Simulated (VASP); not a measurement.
A run of VASP 6.6.1 is set up as follows.

The input POSCAR:

```
CaO                                     
1.0
    0.0000000000      2.3873311533      2.3873311533
    2.3873311533      0.0000000000      2.3873311533
    2.3873311533      2.3873311533      0.0000000000
  Ca              O             
     1     1
Direct
     0.0000000000000000    0.0000000000000000    0.0000000000000000
     0.5000000000000000    0.5000000000000000    0.5000000000000000
```

INCAR.step1

```
SYSTEM = CaO
PREC = Accurate
ENCUT = 520
EDIFF = 1E-5
ISMEAR = 0
SIGMA = 0.03
LREAL = .FALSE.
LASPH = .TRUE.
NELM = 80
ALGO = Normal
ISIF = 2
LWAVE = .TRUE.
LCHARG = .FALSE.
KPAR = 4
GGA = PE
```

Contents of INCAR.step2:

```
SYSTEM = CaO
PREC = Accurate
ENCUT = 520
EDIFF = 1E-7
ISMEAR = 0
SIGMA = 0.03
LREAL = .FALSE.
LASPH = .TRUE.
NELM = 80
ALGO = Normal
ISIF = 2
LWAVE = .FALSE.
LCHARG = .FALSE.
GGA = PE
LHFCALC = .TRUE.
HFSCREEN = 0.2
PRECFOCK = Fast
KPAR = 4
ISTART = 1
```

The input KPOINTS:

```
regular mesh
0
G
  6 6 6
  0 0 0
```

Contents of KPOINTS_OPT:

```
explicit points
6
Reciprocal
 0.0000000000  0.0000000000  0.0000000000 1
 0.3750000000  0.3750000000  0.7500000000 1
 0.5000000000  0.5000000000  0.5000000000 1
 0.6250000000  0.2500000000  0.6250000000 1
 0.5000000000  0.2500000000  0.7500000000 1
 0.5000000000  0.0000000000  0.5000000000 1
```

Potentials or basis: VASP PAW PBE potentials, release 64 (Ca_sv, O).

The run is started by

```bash
$ cat potpaw_PBE.64/Ca_sv/POTCAR potpaw_PBE.64/O/POTCAR > POTCAR
$ cp INCAR.step1 INCAR
$ mpirun -np 4 vasp_std > vasp.out
$ cp INCAR.step2 INCAR
$ mpirun -np 4 vasp_std > vasp.out
```

(1) Estimate the band gap along the path.

(2) Predict the pressure.

Answers

(1) 5.32 eV, indirect (least direct gap 5.73 eV).

(2) 2.5 GPa.

Caveat: the PAW data sets were made with another functional, which shifts forces and pressure a little.
